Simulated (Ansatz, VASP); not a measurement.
## Sr: VASP beside Ansatz

```
Sr
1.0
     0.00000    3.04235    3.04235
     3.04235    0.00000    3.04235
     3.04235    3.04235    0.00000
Sr
1
Direct
  0.00000 0.00000 0.00000
```

Alike in both runs: task single point; functional PBEsol; k mesh 10 × 10 × 10; occupations gaussian, width 0.03 eV; no spin polarisation.

```csv
,VASP,Ansatz
version,VASP 6.6.1,Ansatz 0.2.0
potentials or method,"VASP PAW PBE potentials, release 64 (Sr_sv)","scalar-relativistic, plane waves, PAW"
plane-wave cutoff (eV),520,420
valence electrons in the cell,10,10
```

```csv
,VASP,Ansatz,Ansatz less VASP
gap on the k mesh at the Fermi level (eV),none,none,-
pressure (GPa),-0.9,-0.9,-0.01
```

A gap of «none» marks a metal or a gap that the smearing closes. The functional is the same, so the differences come from potentials, cutoffs and numerics.

Caveats: the PAW data sets were made with another functional, which shifts forces and pressure a little (VASP).
